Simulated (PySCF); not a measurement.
Compound: imidazole, C₃H₄N₂.
Numbering: `[cH:1]1[cH:2][nH:3][cH:4][n:5]1` (hydrogens: H6 on C1; H7 on C2; H8 on N3; H9 on C4)

Geometry (GFN2-xTB, Å), atoms numbered from 1 in this order:
```
atom  x, y, z in Å
C1    -0.803   -0.926    0.073
C2    -0.884    0.408   -0.199
N3     0.398    0.878   -0.123
C4     1.181   -0.183    0.188
N5     0.487   -1.277    0.312
H6    -1.587   -1.655    0.114
H7    -1.714    1.042   -0.434
H8     0.692    1.829   -0.269
H9     2.243   -0.111    0.313
```

Method: TDDFT wB97X-D/def2-SVPD, vertical, gas phase, core orbitals frozen in the response in PySCF 2.14.0, density-fitted response routines.

Kohn–Sham orbitals with the atoms that hold most of them (Löwdin shares over 4%, at most four atoms; ? is withheld):

| orbital | ε (eV) | atoms |
| --- | --- | --- |
| HOMO-3 | -13.51 | C1 32%, H6 19%, C4 17%, N5 17% |
| HOMO-2 | -10.18 | N5 36%, N3 31%, C1 14%, C4 9% |
| HOMO-1 | -9.68 | ? |
| HOMO | ? | ? |
| LUMO | 2.29 | H8 30%, C2 20%, C4 19%, N3 10% |
| LUMO+1 | 2.46 | C4 24%, N3 21%, C2 19%, N5 13% |
| LUMO+2 | 3.15 | C2 22%, H7 20%, C4 16%, H9 13% |

(1) Which atoms hold the HOMO-1, and with what shares?

(2) Give the leading atoms of the HOMO.

(3) What is the HOMO energy, and the HOMO–LUMO gap?

Answers

(1) N5 (bonded to 2 C) 68%; C1 (bonded to C, N and H) 11%; C4 (bonded to 2 N and H) 9%; C2 (bonded to C, N and H) 4%. By element: nitrogen 68% or more, carbon 24%.

(2) C2 (bonded to C, N and H) 30%; C1 (bonded to C, N and H) 24%; C4 (bonded to 2 N and H) 21%; N3 (bonded to 2 C and H) 10%. By element: carbon 75%, nitrogen 10% or more.

(3) ε(HOMO) = -8.57 eV; the gap is 10.86 eV (0.3992 hartree).

How does S1 compare with the orbital gap of 10.86 eV?

S1 is at 6.60 eV (f = 0.0024), 4.26 eV below the gap, made of HOMO→LUMO (97%). 

One configuration dominates each of S1, S2, S3 and S8. Which, and how do the shares of the two leading atoms of either orbital change from the occupied to the empty one?

- S1 (6.60 eV, f 0.0024), HOMO→LUMO (97%): C2 30% → 20%, C1 24% → at most 10%, H8 at most 10% → 30%
- S2 (6.76 eV, f 0.165), HOMO→LUMO+1 (91%): C2 30% → 19%, C1 24% → at most 13%, C4 21% → 24%, N3 10% → 21%
- S3 (6.76 eV, f 0.0052), HOMO-1→LUMO+1 (93%): N5 68% → 13%, C1 11% → at most 13%, C4 9% → 24%, N3 at most 5% → 21%
- S8 (8.10 eV, f 0.030), HOMO-1→LUMO (86%): N5 68% → at most 10%, C1 11% → at most 10%, H8 at most 5% → 30%, C2 4% → 20%

On an Arm Neoverse V2 with one thread, on a shared host, this took 8.2 s of wall time.
